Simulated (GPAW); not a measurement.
# Zn (P6_3/mmc) in GPAW: notebook

The runs below take Zn through single point, with PBE.

All numbers are computed with GPAW 26.7.0; they aren't measurements. Logs are shortened: lines on timing, memory, paths and dates and some standing lists are left out, and cuts for length are marked. The log counts tension as positive stress, the text compression.

## 1. The crystal as given

The structure is hexagonal, space group P6_3/mmc (No. 194). Conventional cell: a = 2.670 Å, b = 2.670 Å, c = 4.966 Å, α = 90.00°, β = 90.00°, γ = 120.00°. Around Zn (site symmetry -6m2) lie 12 Zn at 2.67 to 2.92 Å.

## 2. Single point, PBE

run.py reads:

```python
from ase.dft.bandgap import bandgap
from ase.io import read, write
from ase.units import GPa
from gpaw import GPAW, PW

atoms = read('POSCAR')

calc = GPAW(mode=PW(600),
            xc='PBE',
            kpts={'size': (11, 11, 6), 'gamma': True},
            occupations={'name': 'methfessel-paxton', 'order': 0, 'width': 0.05},
            nbands=21,
            convergence={'density': 1e-05, 'energy': 1e-05},
            maxiter=150,
            txt='gpaw.txt')
atoms.calc = calc
energy = atoms.get_potential_energy()
forces = atoms.get_forces()
stress = atoms.get_stress()
calc.write('gs.gpw')
write('result.traj', atoms)
print(f'Energy: {energy:.6f} eV')
print('Forces (eV/A):')
print(forces.round(4))
print('Stress (GPa):', (stress / GPa).round(3))
print('Fermi level:', round(calc.get_fermi_level(), 4), 'eV')
print(f'Gap: {bandgap(calc)[0]:.4f} eV, direct: {bandgap(calc, direct=True)[0]:.4f} eV')
```

POSCAR reads:

```
Zn
1.0
    2.6700000000      0.0000000000      0.0000000000
   -1.3350000000      2.3122878281      0.0000000000
    0.0000000000      0.0000000000      4.9660000000
Zn
2
Direct
    0.6666666667      0.3333333333      0.7500000000
    0.3333333333      0.6666666667      0.2500000000
```

Potentials or basis: GPAW PAW data sets (gpaw-data 1.2.1), pw.

Run with:

```bash
> OMP_NUM_THREADS=1 python run.py
```

gpaw.txt:

```text
__  _  _
 | _ |_)|_||  |
 |__||  | ||/\| - 26.7.0

Input parameters:
  mode=PW(ecut=600.0),
  convergence={'density': 1e-05, 'energy': 1e-05},
  kpts=MonkhorstPack(size=(11, 11, 6), gamma=True),
  maxiter=150,
  nbands=21,
  occupations=Occupations(name='methfessel-paxton', order=0, width=0.05),
  xc=XC(name='PBE')

Diagonalizing LCAO Hamiltonian
Converting LCAO to pw mode

          Zn

        Zn

Atoms  # Å, Bohr magnetons
|   | symbol |         x |        y |        z |    initial magnetic moments |
|---|--------|-----------|----------|----------|-----------------------------|
| 0 |     Zn |  1.335000 | 0.770763 | 3.724500 | ( 0.0000,  0.0000,  0.0000) |
| 1 |     Zn | -0.000000 | 1.541525 | 1.241500 | ( 0.0000,  0.0000,  0.0000) |

Unit cell  # Å
| periodic |         x |        y |        z |  lengths |     angles |
|----------|-----------|----------|----------|----------|------------|
|      yes |  2.670000 | 0.000000 | 0.000000 | 2.670000 |  90.000000 |
|      yes | -1.335000 | 2.312288 | 0.000000 | 2.670000 |  90.000000 |
|      yes |  0.000000 | 0.000000 | 4.966000 | 4.966000 | 120.000000 |

Number of symmetries: 12
Symmetry operations  # r_c * U_cc + t_c -> r_c
|    | kind |            matrix            |
|----|------|------------------------------|
|  0 |  σ   |  1, 1, 0,  0,-1, 0,  0, 0, 1 |
|  1 |  S6  |  1, 1, 0, -1, 0, 0,  0, 0,-1 |
|  2 |  E   |  1, 0, 0,  0, 1, 0,  0, 0, 1 |
|  3 |  C2  |  1, 0, 0, -1,-1, 0,  0, 0,-1 |
|  4 |  C2  |  0, 1, 0,  1, 0, 0,  0, 0,-1 |
|  5 |  C3  |  0, 1, 0, -1,-1, 0,  0, 0, 1 |
|  6 |  S6  |  0,-1, 0,  1, 1, 0,  0, 0,-1 |
|  7 |  σ   |  0,-1, 0, -1, 0, 0,  0, 0, 1 |
|  8 |  σ   | -1, 0, 0,  1, 1, 0,  0, 0, 1 |
|  9 |  i   | -1, 0, 0,  0,-1, 0,  0, 0,-1 |
| 10 |  C3  | -1,-1, 0,  1, 0, 0,  0, 0, 1 |
| 11 |  C2  | -1,-1, 0,  0, 1, 0,  0, 0,-1 |

BZ-sampling:
  Number of BZ points: 726
  Number of IBZ points: 84

  Monkhorst-Pack size: [11, 11, 6]
  Monkhorst-Pack shift: [0.0, 0.0, 0.08333333333333333]

K-points  # in reciprocal-cell coordinates
|     |                                coordinates |     weight |
|-----|--------------------------------------------|------------|
|   0 | (  0.00000000,   0.00000000,   0.00000000) | 0.00137741 |
|   1 | (  0.00000000,   0.00000000,   0.16666667) | 0.00275482 |
|   2 | (  0.00000000,   0.00000000,   0.33333333) | 0.00275482 |
|   3 | (  0.00000000,   0.00000000,   0.50000000) | 0.00137741 |
|   4 | (  0.09090909,   0.00000000,  -0.33333333) | 0.00826446 |
|   5 | (  0.09090909,   0.00000000,  -0.16666667) | 0.00826446 |
|   6 | (  0.09090909,   0.00000000,   0.00000000) | 0.00826446 |
|   7 | (  0.09090909,   0.00000000,   0.16666667) | 0.00826446 |
|   8 | (  0.09090909,   0.00000000,   0.33333333) | 0.00826446 |
|   9 | (  0.09090909,   0.00000000,   0.50000000) | 0.00826446 |
| ... |                                            |            |
|  83 | (  0.45454545,   0.45454545,   0.50000000) | 0.00826446 |

Plane wave coefficients: 1052
Cutoff: 600.0 eV

Spin-components: 1 (collinear spins)
Bands:           21
Projectors:      12
Spin-degeneracy: 2
Datatype:        complex128

Parallelization:
  kpt:    1
  domain: 1
  band:   1

Density:
  Valence electrons: 24.0
  Components: 1
  Grid points: [16 16 30]
  Charge: 0.0  # |e|

Potential:
  Grid points: [16 16 30]

species:
  Zn:
    name:    Zinc
    Z:       30.0
    valence: 12
    core:    18
    charge:  0.0  # [|e|]
    compensation charges:
      type: gauss
      rc: 0.37  # [Å]
      lmax: 2
    cutoffs:
      filter: 2.14  # [Å]
      core: 2.28  # [Å]
    projectors
    | kind |    occ | energy [eV] | rcut [Å] |
    |------|--------|-------------|----------|
    |   4s |  2.000 |      -5.977 |    1.286 |
    |   4p |  0.000 |      -1.117 |    1.270 |
    |   3d | 10.000 |     -10.142 |    1.180 |
    |    s |        |      21.234 |    1.286 |
    |    p |        |      26.095 |    1.270 |
    |    d |        |      17.070 |    1.180 |

    Using partial waves for Zn as LCAO basis

Reference energy: -97722.653306  # eV

eigensolver:
  PPCG
  Converge bands: occupied
  niter=2

density mixing:
  MSR1-Mixer
  Pratt-step length: 0.05
  Maximum mixing coefficient: 0.75
  Old densities: 10
  SVD Regularization: 0.005
  Good broyden scale: 1.0
  Trust region scale: 1.0
  Backstep threshold: 4.0
  History deletion threshold: 6.0
  Fourier metric: weight=20.0, sigma=0.015

occupation numbers:
  Methfessel-Paxton:
    width: 0.0500  # eV
    order: 0

poisson solver:
  ecut: 4800.0  # eV

xc functional:
  name: PBE with 2 nearest neighbor stencil

convergence criteria:
- Maximum integral of absolute [dens]ity change: 1e-05 electrons / valence electron
- Maximum [total energy] change in last 3 cyles: 1e-05 eV / valence electron
- Maximum integral of absolute [eigenst]ate change: 4e-08 eV^2 / valence electron
maximum number of iterations: 150

SCF iterations
|iter     | |      energy | eigst |  dens |
|---------|-|-------------|-------|-------|
|iter:   1| |   -2.521503 | +0.21 |       |
|iter:   2| |   -2.472884 | -2.68 | -1.40 |
|iter:   3| |   -2.360011 | -1.74 | -1.45 |
|iter:   4| |   -2.365217 | -3.08 | -1.90 |
|iter:   5| |   -2.366408 | -3.12 | -2.26 |
|iter:   6| |   -2.366481 | -4.87 | -3.61 |
|iter:   7| |   -2.366497c| -5.64 | -3.77 |
|iter:   8| |   -2.366498c| -7.18 | -4.42 |
|iter:   9| |   -2.366498c| -8.07c| -4.83 |
|iter:  10| |   -2.366498c| -8.80c| -5.32c|

Converged in 10 steps
Energy contributions relative to reference atoms: (reference = -97722.653306)

Energy contributions:
  Kinetic:          -3.369070
  Coulomb:           6.405661
  Zero:             -0.052170
  External:          0.000000
  Xc:               -5.350412
  Entropy:          -0.001014
  Spinorbit:         0.000000
  ----------------------------
  Free energy:      -2.367005
  Extrapolated:     -2.366498

dipole moment: (-0.000000, -0.000000, -0.000000)  # |e|*Ang

Fermi level: 6.447
Eigenvalues  # (at kpt = [0.000, 0.000, 0.000])
| band index |      eig [eV] | occ [0-2] |
|------------|---------------|-----------|
|          0 |        -3.749 |     2.000 |
|        ... |               |           |
|          5 |        -0.991 |     2.000 |
|          6 |        -0.991 |     2.000 |
|          7 |        -0.672 |     2.000 |
|          8 |        -0.672 |     2.000 |
|          9 |        -0.470 |     2.000 |
|         10 |        -0.470 |     2.000 |
[... 8 lines left out ...]
|         19 |        25.585 |     0.000 |
|         20 |        26.779 |     0.000 |

No gap
No difference between direct/indirect transitions

Forces  # eV/Ang
|        x |        y |        z |
|----------|----------|----------|
|  0.00000 | -0.00000 |  0.00001 |  # Zn   0
| -0.00000 |  0.00000 | -0.00001 |  # Zn   1

Stress tensor  # eV/Ang^3
|         x |         y |         z |
|-----------|-----------|-----------|
|  0.002346 | -0.000000 |  0.000000 |
| -0.000000 |  0.002346 | -0.000000 |
|  0.000000 | -0.000000 |  0.013230 |

# Writing to gs.gpw (mode='')
```

Run time: 33 s. Hardware: 1 thread of Arm Neoverse V1, shared host; peak memory 0.17 GiB.

What came out:

```yaml
Free_energy: -2.3670 eV
Pressure: -1.0 GPa
Band_gap_on_the_k_mesh: none (metal or under the smearing width)
```

Levels at points of the mesh, in eV from the Fermi level:
```tsv
k point	band 8	band 9	band 10	band 11	band 12	band 13	band 14	band 15	band 16	band 17
(0.00, 0.00, 0.00)	-7.12	-7.12	-6.92	-6.92	-3.47	-2.92	13.56	17.09	17.44	17.44
(0.00, 0.00, 0.50)	-7.43	-7.00	-7.00	-7.00	-7.00	4.65	4.65	18.72	18.72	18.72
```

## 3. Single point, PBE

Changes to run.py since step 2:

```diff
@@ -5,3 +5,3 @@
 
-atoms = read('POSCAR')
+atoms = read('Zn.xyz')
 
@@ -10,3 +10,3 @@
             kpts={'size': (11, 11, 6), 'gamma': True},
-            occupations={'name': 'methfessel-paxton', 'order': 0, 'width': 0.05},
+            occupations={'name': 'methfessel-paxton', 'width': 0.2, 'order': 1},
             nbands=21,
```

Zn.xyz reads:

```xyz
2
Lattice="2.6700000000 0.0000000000 0.0000000000 -1.3350000000 2.3122878281 0.0000000000 0.0000000000 0.0000000000 4.9660000000" Properties=species:S:1:pos:R:3 pbc="T T T"
Zn     1.3350000001      0.7707626093      3.7245000000
Zn    -0.0000000001      1.5415252188      1.2415000000
```

Potentials or basis: GPAW PAW data sets (gpaw-data 1.2.1), pw.

Run with:

```bash
> OMP_NUM_THREADS=1 python run.py
```

gpaw.txt:

```text
__  _  _
 | _ |_)|_||  |
 |__||  | ||/\| - 26.7.0

Input parameters:
  mode=PW(ecut=600.0),
  convergence={'density': 1e-05, 'energy': 1e-05},
  kpts=MonkhorstPack(size=(11, 11, 6), gamma=True),
  maxiter=150,
  nbands=21,
  occupations=Occupations(name='methfessel-paxton', width=0.2, order=1),
  xc=XC(name='PBE')

Diagonalizing LCAO Hamiltonian
Converting LCAO to pw mode

          Zn

        Zn

Atoms  # Å, Bohr magnetons
|   | symbol |         x |        y |        z |    initial magnetic moments |
|---|--------|-----------|----------|----------|-----------------------------|
| 0 |     Zn |  1.335000 | 0.770763 | 3.724500 | ( 0.0000,  0.0000,  0.0000) |
| 1 |     Zn | -0.000000 | 1.541525 | 1.241500 | ( 0.0000,  0.0000,  0.0000) |

Unit cell  # Å
| periodic |         x |        y |        z |  lengths |     angles |
|----------|-----------|----------|----------|----------|------------|
|      yes |  2.670000 | 0.000000 | 0.000000 | 2.670000 |  90.000000 |
|      yes | -1.335000 | 2.312288 | 0.000000 | 2.670000 |  90.000000 |
|      yes |  0.000000 | 0.000000 | 4.966000 | 4.966000 | 120.000000 |

Number of symmetries: 12
Symmetry operations  # r_c * U_cc + t_c -> r_c
|    | kind |            matrix            |
|----|------|------------------------------|
|  0 |  σ   |  1, 1, 0,  0,-1, 0,  0, 0, 1 |
|  1 |  S6  |  1, 1, 0, -1, 0, 0,  0, 0,-1 |
|  2 |  E   |  1, 0, 0,  0, 1, 0,  0, 0, 1 |
|  3 |  C2  |  1, 0, 0, -1,-1, 0,  0, 0,-1 |
|  4 |  C2  |  0, 1, 0,  1, 0, 0,  0, 0,-1 |
|  5 |  C3  |  0, 1, 0, -1,-1, 0,  0, 0, 1 |
[... 108 lines left out ...]

convergence criteria:
- Maximum integral of absolute [dens]ity change: 1e-05 electrons / valence electron
- Maximum [total energy] change in last 3 cyles: 1e-05 eV / valence electron
- Maximum integral of absolute [eigenst]ate change: 4e-08 eV^2 / valence electron
maximum number of iterations: 150

SCF iterations
|iter     | |      energy | eigst |  dens |
|---------|-|-------------|-------|-------|
|iter:   1| |   -2.521727 | +0.21 |       |
|iter:   2| |   -2.473122 | -2.68 | -1.40 |
|iter:   3| |   -2.360268 | -1.74 | -1.45 |
|iter:   4| |   -2.365469 | -3.08 | -1.90 |
|iter:   5| |   -2.366661 | -3.12 | -2.26 |
|iter:   6| |   -2.366735 | -4.87 | -3.61 |
|iter:   7| |   -2.366752c| -5.64 | -3.77 |
|iter:   8| |   -2.366752c| -7.17 | -4.42 |
|iter:   9| |   -2.366752c| -8.04c| -4.84 |
|iter:  10| |   -2.366752c| -8.85c| -5.34c|

Converged in 10 steps
Energy contributions relative to reference atoms: (reference = -97722.653306)

Energy contributions:
  Kinetic:          -3.367627
  Coulomb:           6.403958
  Zero:             -0.052159
  External:          0.000000
  Xc:               -5.350169
  Entropy:          -0.001132
  Spinorbit:         0.000000
  ----------------------------
  Free energy:      -2.367129
  Extrapolated:     -2.366752

dipole moment: (-0.000000, -0.000000, -0.000000)  # |e|*Ang

Fermi level: 6.448
Eigenvalues  # (at kpt = [0.000, 0.000, 0.000])
| band index |      eig [eV] | occ [0-2] |
|------------|---------------|-----------|
|          0 |        -3.749 |     2.000 |
|        ... |               |           |
|          5 |        -0.991 |     2.000 |
|          6 |        -0.991 |     2.000 |
|          7 |        -0.672 |     2.000 |
|          8 |        -0.672 |     2.000 |
|          9 |        -0.470 |     2.000 |
|         10 |        -0.470 |     2.000 |
[... 8 lines left out ...]
|         19 |        25.584 |     0.000 |
|         20 |        26.779 |     0.000 |

No gap
No difference between direct/indirect transitions

Forces  # eV/Ang
|        x |        y |        z |
|----------|----------|----------|
|  0.00000 | -0.00000 |  0.00001 |  # Zn   0
| -0.00000 |  0.00000 | -0.00001 |  # Zn   1

Stress tensor  # eV/Ang^3
|         x |         y |        z |
|-----------|-----------|----------|
|  0.004357 | -0.000000 | 0.000000 |
| -0.000000 |  0.004357 | 0.000000 |
|  0.000000 |  0.000000 | 0.009220 |

# Writing to gs.gpw (mode='')
```

Wall time 33 s (1 thread of Arm Neoverse V1, shared host); peak memory 0.17 GiB.

Results:

| Item | Value |
| --- | --- |
| Free energy | -2.3671 eV |
| Pressure | -1.0 GPa |
| Band gap on the k mesh | none (metal or under the smearing width) |

Levels at points of the mesh, in eV from the Fermi level:
| k point | band 9 | band 10 | band 11 | band 12 | band 13 | band 14 | band 15 | band 16 |
| --- | --- | --- | --- | --- | --- | --- | --- | --- |
| (0.00, 0.00, 0.00) | -7.12 | -6.92 | -6.92 | -3.47 | -2.92 | 13.56 | 17.09 | 17.44 |
| (0.00, 0.00, 0.50) | -7.00 | -7.00 | -7.00 | -7.00 | 4.65 | 4.65 | 18.72 | 18.72 |

Caveat: this smearing can pin the Fermi level at a band edge.
